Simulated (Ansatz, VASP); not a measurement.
**Two plane-wave programs on Ti**

INCAR

```
SYSTEM = Ti
PREC = Accurate
ENCUT = 520
EDIFF = 1E-7
ISMEAR = 0
SIGMA = 0.1
LREAL = .FALSE.
LASPH = .TRUE.
NELM = 60
ALGO = Normal
ISIF = 2
LWAVE = .FALSE.
LCHARG = .FALSE.
NBANDS = 12
```

Contents of KPOINTS:

```
regular mesh
0
G
  14 14 14
  0 0 0
```

Contents of POSCAR:

```
Ti
1.0
    0.0000000000      2.0300000000      2.0300000000
    2.0300000000      0.0000000000      2.0300000000
    2.0300000000      2.0300000000      0.0000000000
Ti
1
Direct
    0.0000000000      0.0000000000      0.0000000000
```

Input for Ansatz:

```yaml
crystal:
  lattice:
    - [0.0, 2.03, 2.03]
    - [2.03, 0.0, 2.03]
    - [2.03, 2.03, 0.0]
  atoms:
    - { symbol: Ti, position: [0.0, 0.0, 0.0] }
basis:
  ecutwfc: 500.0
kpoints:
  mp_grid:
    grid: [14, 14, 14]
hamiltonian:
  xc: lda
  pseudopotentials:
    kind: paw
scf:
  occupations:
    method: gaussian
    width: 0.1
output:
  stress: true
```

This isn't the form of Ti at room conditions, which is hcp.

Alike in both runs: task single point; functional LDA; k mesh 14 × 14 × 14; occupations gaussian, width 0.1 eV; no spin polarisation.

|  | VASP | Ansatz |
| --- | --- | --- |
| version | VASP 6.6.1 | Ansatz 0.2.0 |
| potentials or method | VASP PAW LDA potentials, release 64 (Ti_sv) | plane waves, PAW |
| plane-wave cutoff (eV) | 520 | 500 |
| valence electrons in the cell | 12 | 12 |

VASP gave:

* pressure (GPa): -5.0

Question: What did Ansatz give for the same quantities?

Answer: Pressure (GPa): -4.9.
